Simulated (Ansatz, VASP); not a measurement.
# TiC in VASP and in Ansatz

File INCAR:

```
PREC = Accurate
ENCUT = 520
EDIFF = 1E-6
ISMEAR = -1
SIGMA = 0.05
LREAL = False
LASPH = True
NELM = 80
ALGO = Normal
ISIF = 2
LWAVE = False
LCHARG = False
GGA = B5
ALDAX = 1.0
AGGAX = 1.0
AGGAC = 1.0
ALDAC = 0.0
NBANDS = 15
```

KPOINTS

```
Automatic mesh
0
Gamma
  11 11 11
```

Contents of POSCAR:

```
TiC
1.0
    0.0000000000      2.1657188437      2.1657188437
    2.1657188437      0.0000000000      2.1657188437
    2.1657188437      2.1657188437      0.0000000000
Ti C
1 1
Direct
    0.0000000000      0.0000000000      0.0000000000
    0.5000000000      0.5000000000      0.5000000000
```

The input input.yaml:

```yaml
crystal:
  lattice:
    - [0.0, 2.1657188437, 2.1657188437]
    - [2.1657188437, 0.0, 2.1657188437]
    - [2.1657188437, 2.1657188437, 0.0]
  atoms:
    - { symbol: Ti, position: [0.0, 0.0, 0.0] }
    - { symbol: C, position: [0.5, 0.5, 0.5] }
hamiltonian:
  xc: blyp
  pseudopotentials: { kind: paw }
kpoints:
  mp_grid: { grid: [11, 11, 11] }
scf:
  occupations: { method: fermi_dirac, width: 0.05 }
output:
  forces: true
  stress: true
  eigenvalues: true
```

The cell is a database's computed one.

Alike in both runs: task single point; functional BLYP; k mesh 11 × 11 × 11; occupations fermi-dirac, width 0.05 eV; no spin polarisation.

|  | VASP | Ansatz |
| --- | --- | --- |
| version | VASP 6.6.1 | Ansatz 0.2.0 |
| potentials or method | VASP PAW PBE potentials, release 64 (Ti_sv, C) | Ansatz PAW |
| plane-wave cutoff (eV) | 520 | 420 |
| valence electrons in the cell | 16 | 16 |

VASP gave:

- gap on the k mesh at the Fermi level (eV): none
- pressure (GPa): 8.9

**Question.** Which values does Ansatz return?

**Answer.** gap on the k mesh at the Fermi level (eV): none; pressure (GPa): 8.3.

A gap of «none» marks a metal or a gap that the smearing closes.

Caveats: the PAW data sets were made with another functional, which shifts forces and pressure a little (VASP); the pressure holds a Pulay correction of +0.3 GPa for the finite cutoff (Ansatz); the PAW data sets come from PBE, with cores solved anew for the run's functional, which leaves a small shift of forces and pressure (Ansatz).
